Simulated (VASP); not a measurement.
A run of VASP 6.6.1:

The input INCAR:

```
  ALGO = Normal
  EDIFF = 1E-7
  ENCUT = 520
  ISIF = 2
  ISMEAR = 0
  LASPH = T
  LCHARG = F
  LREAL = F
  LWAVE = F
  NBANDS = 15
  NELM = 80
  PREC = Accurate
  SIGMA = 0.05
```

File KPOINTS:

```
k-points
0
Gamma
  6 6 6
```

The input POSCAR:

```
KBr
1.0
    4.0434990000      0.0000000000      0.0000000000
    0.0000000000      4.0434990000      0.0000000000
    0.0000000000      0.0000000000      4.0434990000
K Br
1 1
Direct
   -0.0262312461     -0.0262312461      0.0000000000
    0.5000000000      0.5000000000      0.5000000000
```

Potentials or basis: VASP PAW LDA potentials, release 64 (K_sv, Br).

Run with:

```bash
$ cat potpaw_LDA.64/K_sv/POTCAR potpaw_LDA.64/Br/POTCAR > POTCAR
$ mpirun -np 1 vasp_std > vasp.out
```

Hardware: 1 thread of Intel(R) Xeon(R) Platinum 8488C (Sapphire Rapids) (shared host).

How long does it take, and how much memory?

Run time: 28 s on 1 thread of Intel(R) Xeon(R) Platinum 8488C (Sapphire Rapids), on a shared host, peak memory 0.17 GiB. Counts: scf iterations 13, k points 52.
